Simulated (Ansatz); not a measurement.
# Step by step: B, relaxation of cell and atoms

Method: DFT, PBE, PAW with Ansatz's default frozen-core files, scalar-relativistic in Ansatz 0.2.0.

Command: `ansatz run input.yaml --threads 1 --pin off --max-ram 2048MiB --backend cpu --events-out ev --progress --plain --runs-dir out` The run took 7.4 s on 1 thread of AMD EPYC 7R43 64-Core Processor (Zen 3), on a shared host.

```yaml
crystal:
  lattice:
    - [-1.40625, 1.40625, 1.40625]
    - [1.40625, -1.40625, 1.40625]
    - [1.40625, 1.40625, -1.40625]
  atoms:
    - { symbol: B, position: [0.0, 0.0, 0.0] }
kpoints:
  mp_grid: { grid: [18, 18, 18] }
scf:
  occupations: { method: fermi_dirac, width: 0.08 }
hamiltonian:
  xc: pbe
  pseudopotentials: { kind: paw }
output:
  forces: true
  stress: true
relax:
  f_tol: 0.005
  max_steps: 80
  cell: {}
```

The cell is built from the bcc type as a first guess.

The cutoff is 420 eV; energies and pressures of the walk include the program's estimate of the Pulay term.

Each frame lists the cell vectors (Å), then Cartesian positions (Å); symmetry keeps all forces zero. Free energies count from the first step, -153.2548 eV.

The walk took 10 evaluations in all; steps that aren't listed are left out.

Step 1: E = 0.0 meV, P = -35.97 GPa

```
cell -1.4062 1.4062 1.4062 1.4062 -1.4062 1.4062 1.4062 1.4062 -1.4062
B     0.0000    0.0000    0.0000
```

Step 2: E = -357.7 meV, P = -37.26 GPa

```
cell -1.3377 1.3377 1.3377 1.3377 -1.3377 1.3377 1.3377 1.3377 -1.3377
B     0.0000    0.0000    0.0000
```

Step 3: E = -672.3 meV, P = -33.57 GPa

```
cell -1.2691 1.2691 1.2691 1.2691 -1.2691 1.2691 1.2691 1.2691 -1.2691
B     0.0000    0.0000    0.0000
```

Step 4: E = -893.7 meV, P = -20.05 GPa

```
cell -1.2007 1.2007 1.2007 1.2007 -1.2007 1.2007 1.2007 1.2007 -1.2007
B     0.0000    0.0000    0.0000
```

Step 5: E = -948.3 meV, P = 3.71 GPa

```
cell -1.1481 1.1481 1.1481 1.1481 -1.1481 1.1481 1.1481 1.1481 -1.1481
B     0.0000    0.0000    0.0000
```

Q: How does the relaxation end?

A: It converges, with a = 2.308 Å, b = 2.308 Å, c = 2.308 Å, α = 90.00°, β = 90.00°, γ = 90.00° (conventional cell, space group Im-3m). The last solve (on a basis chosen afresh for the final cell, so its energy is not quite comparable) gives E = -947.9 meV, P = 0.00 GPa:
```
cell -1.1538 1.1538 1.1538 1.1538 -1.1538 1.1538 1.1538 1.1538 -1.1538
B     0.0000    0.0000    0.0000
```
